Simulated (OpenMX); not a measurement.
The system is AlN.

```
Al N
1.0
     3.11300    0.00000    0.00000
    -1.55650    2.69594    0.00000
     0.00000    0.00000    4.98100
Al N
2 2
Cartesian
  1.5565 0.8986 2.4905
  0.0000 1.7973 0.0000
  1.5565 0.8986 4.3833
  0.0000 1.7973 1.8928
```

Base run:

| Item | Value |
| --- | --- |
| Program | OpenMX 3.8.5 |
| Functional | PBE |
| Potentials or basis | OpenMX 2013 PBE set, Al7.0-s2p1d1, N6.0-s2p2, grid cutoff 400 Ry |
| k mesh | 11 × 11 × 7 |
| Occupations | fermi-dirac, width 0.05 eV |
| Spin | no spin polarisation |

Its results: band gap on the k mesh 4.88 eV, direct; pressure 4.2 GPa; largest force 0.097 eV/Å.

Question: The run is repeated on the same cell with these changes: potentials or basis from OpenMX 2013 PBE set, Al7.0-s2p1d1, N6.0-s2p2, grid cutoff 400 Ry to OpenMX 2013 PBE set, Al7.0-s3p2d2, N6.0-s3p2d2, grid cutoff 400 Ry. What comes out?

Answer: Band gap on the k mesh 4.74 eV, direct; pressure 2.1 GPa; largest force 0.087 eV/Å.

Caveats: the basis of atomic orbitals isn't converged, which shifts pressures, moduli and gaps.

Not every run made on this cell is shown here.
